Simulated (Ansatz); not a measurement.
**Al2O3 at a changed volume: Electric field gradients**

The cell is a diffraction structure from the COD, relaxed with PBE at fixed cell and then changed (volume scaled by 0.94, ions relaxed).

```cif
data_Al2O3
_symmetry_space_group_name_H-M 'R-3c:H'
_symmetry_Int_Tables_number 167
_cell_length_a 4.6633
_cell_length_b 4.6633
_cell_length_c 12.7303
_cell_angle_alpha 90.000
_cell_angle_beta 90.000
_cell_angle_gamma 120.000
loop_
_atom_site_label
_atom_site_type_symbol
_atom_site_symmetry_multiplicity
_atom_site_Wyckoff_symbol
_atom_site_fract_x
_atom_site_fract_y
_atom_site_fract_z
Al Al 12 c 0.0000 0.0000 0.8518
O O 18 e 0.9738 0.3333 0.0833
```

One atom of each set is listed; the run and its k-mesh use a cell of 10 atoms with edges of 5.03, 5.03, 5.03 Å.

The numbers come from a DFT calculation in Ansatz (PBE, plane waves and PAW, scalar-relativistic, 420 eV cutoff, Γ-centred 8×8×8 k-points, Fermi–Dirac smearing 0.02 eV).

Conventions: |V_zz| ≥ |V_yy| ≥ |V_xx|, η = (V_xx − V_yy)/V_zz, C_Q = eQV_zz/h.

27Al: I = 5/2, Q = 146.6 mb; ¹⁷O: I = 5/2, Q = -25.58 mb. Q values from Pyykkö, Mol. Phys. 116, 1328 (2018).

Task: What field gradients does the calculation give at each kind of site?

Result: 

```
site  atoms                               first shell  V_xx, V_yy, V_zz (10²¹ V/m²)     η  C_Q (MHz)
  Al      4                        6 O at 1.82–1.93 Å            -0.30, -0.30, 0.59  0.00       2.10
   O      6  4 Al at 1.82–1.93 Å; also 2 Al at 3.16 Å             0.93, 2.69, -3.62  0.49       2.24
```

An axis of threefold or higher order runs through Al, so V_zz lies along it and η is zero.

At this changed cell the PBE pressure is 25 GPa.

The relaxation (3 steps) took 9.3 s of wall time (24 s of CPU time) and 0.54 GiB at its peak, on 4 threads of Intel Xeon Platinum 8488C (Sapphire Rapids) (x86_64; 16 cores open to the job, memory cap 8.0 GiB, no GPU), a shared host with a load of 0.4 a core.
